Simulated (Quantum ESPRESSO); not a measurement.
Runs of Quantum ESPRESSO 7.5 on AlN. It takes space group P6_3mc (No. 186, hexagonal). The conventional cell has a = 3.113 Å, b = 3.113 Å, c = 4.981 Å, α = 90.00°, β = 90.00°, γ = 120.00°. Al (site symmetry 3m) is surrounded by 4 N at 1.89 Å. N (site symmetry 3m) has 4 Al at 1.89 Å as nearest neighbours. 

```csv
task,level,potentials or basis,cell,k mesh,iterations,form of the LDA correlation,k mesh for the Wannier functions,q mesh,mesh quality,gap on the mesh (eV),pressure (GPa)
phonons,PBE+D2,PseudoDojo 0.4.1 SR PBE standard,relaxed,"6 × 6 × 4, shifted",-,-,-,-,not flagged,-,0.0
Wannier functions,LDA,PseudoDojo 0.4.1 SR LDA standard,as given,6 × 6 × 4,0,PW92,6 × 6 × 4,-,not flagged,4.26,-5.9
phonon dispersion,LDA,PseudoDojo 0.4.1 SR LDA standard,relaxed,"4 × 4 × 2, shifted",-,PW92,-,2 × 2 × 2,coarse,-,0.0
phonon dispersion,LDA,PseudoDojo 0.4.1 SR LDA standard,relaxed,6 × 6 × 4,-,PW92,-,3 × 3 × 2,not flagged,(a),0.0
phonon dispersion,PBE,PseudoDojo 0.4.1 SR PBE standard,relaxed,6 × 6 × 4,-,-,-,3 × 3 × 2,not flagged,4.06,0.0
phonons and Raman activities,PBEsol,PseudoDojo 0.4.1 SR PBEsol standard,relaxed,"4 × 4 × 2, shifted",-,-,-,-,coarse,-,0.0
```

Alike in all rows: no spin polarisation; cutoff (eV) 1143; smearing fermi-dirac 0.05 eV.

Task: Fill in the values left out.

Result: (a) 4.49.

Caveats: some runs use coarse meshes; on a mesh that holds Γ this program's dielectric tensor can be off by some percent beyond the error of the mesh (some runs).

A k mesh can miss the band edges.
